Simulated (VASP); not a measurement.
A run of VASP 6.6.1:

File INCAR:

```
PREC     = Accurate       # precision mode
ENCUT    = 520            # plane-wave cutoff, eV
EDIFF    = 1E-6           # SCF threshold, eV
ISMEAR   = 0              # smearing method
SIGMA    = 0.15           # smearing width, eV
LREAL    = F              # projectors in reciprocal space
LASPH    = T              # aspherical terms in the spheres
NELM     = 100            # most SCF steps
ALGO     = Fast           # electronic algorithm
ISIF     = 2              # what is computed and relaxed
LWAVE    = F              # write WAVECAR
LCHARG   = T              # write CHGCAR
GGA      = PE             # functional
LELF     = T              # ELF
LVHAR    = T            
NBANDS   = 18             # bands
```

The input KPOINTS:

```
Automatic mesh
0
Gamma
  16 16 16
```

File POSCAR:

```
InPd
1.0
    3.4540214182      0.0000000000      0.0000000000
    0.0000000000      3.4540214182      0.0000000000
    0.0000000000      0.0000000000      2.9359182055
In Pd
1 1
Direct
    0.0000000000      0.0000000000      0.0000000000
    0.5000000000      0.5000000000      0.5000000000
```

Potentials or basis: VASP PAW PBE potentials, release 64 (In_d, Pd).

Run with:

```bash
$ cat potpaw_PBE.64/In_d/POTCAR potpaw_PBE.64/Pd/POTCAR > POTCAR
$ mpirun -np 1 vasp_std > vasp.out
```

Hardware: 1 thread of AMD EPYC 9R14 (Zen 4), with other jobs on the host.

Q: Estimate the wall time of this run.

A: Wall time 2.6 min on 1 thread of AMD EPYC 9R14 (Zen 4) (shared host), peak memory 0.34 GiB. Counts: scf iterations 15, k points 405.
